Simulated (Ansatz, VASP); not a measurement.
# SnTe in VASP and in Ansatz

INCAR

```
  PREC = Accurate
  ENCUT = 520
  EDIFF = 1E-7
  ISMEAR = 0
  SIGMA = 0.05
  LREAL = False
  LASPH = True
  NELM = 100
  ALGO = Normal
  ISIF = 2
  LWAVE = False
  LCHARG = True
  GGA = PS
  LELF = True
  LVHAR = True
  NBANDS = 17
```

File KPOINTS:

```
Automatic mesh
0
Gamma
  8 8 8
```

Contents of POSCAR:

```
SnTe
1.0
    0.0000000000      3.6082931947      3.6082931947
    3.6082931947      0.0000000000      3.6082931947
    3.6082931947      3.6082931947      0.0000000000
Sn Te
1 1
Direct
    0.0000000000      0.0000000000      0.0000000000
    0.7500000000      0.7500000000      0.7500000000
```

Input for Ansatz:

```yaml
crystal:
  lattice:
    - [0.0, 3.6082931947, 3.6082931947]
    - [3.6082931947, 0.0, 3.6082931947]
    - [3.6082931947, 3.6082931947, 0.0]
  atoms:
    - { symbol: Sn, position: [0.0, 0.0, 0.0] }
    - { symbol: Te, position: [0.75, 0.75, 0.75] }
basis:
  ecutwfc: 420
kpoints:
  mp_grid: { grid: [8, 8, 8] }
hamiltonian:
  xc: pbesol
scf:
  occupations: { method: gaussian, width: 0.05 }
output:
  forces: true
  stress: true
  eigenvalues: true
```

Alike in both runs: task single point; functional PBEsol; k mesh 8 × 8 × 8; occupations gaussian, width 0.05 eV; no spin polarisation.

|  | VASP | Ansatz |
| --- | --- | --- |
| version | VASP 6.6.1 | Ansatz 0.2.0 |
| potentials or method | VASP PAW PBE potentials, release 64 (Sn_d, Te) | scalar-relativistic, plane waves, PAW |
| plane-wave cutoff (eV) | 520 | 420 |
| valence electrons in the cell | 20 | 30 |

|  | VASP | Ansatz | Ansatz less VASP |
| --- | --- | --- | --- |
| gap on the k mesh at the Fermi level (eV) | 0.03 | 0.03 | +0.004 |
| least direct gap on the mesh (eV) | 0.76 | 0.76 | +0.002 |
| pressure (GPa) | -1.3 | -1.3 | 0.00 |

The two sets of potentials don't hold the same shells in valence.

Caveats: the PAW data sets were made with another functional, which shifts forces and pressure a little (VASP); spin-orbit coupling is left out, which moves the levels of the heavy elements.
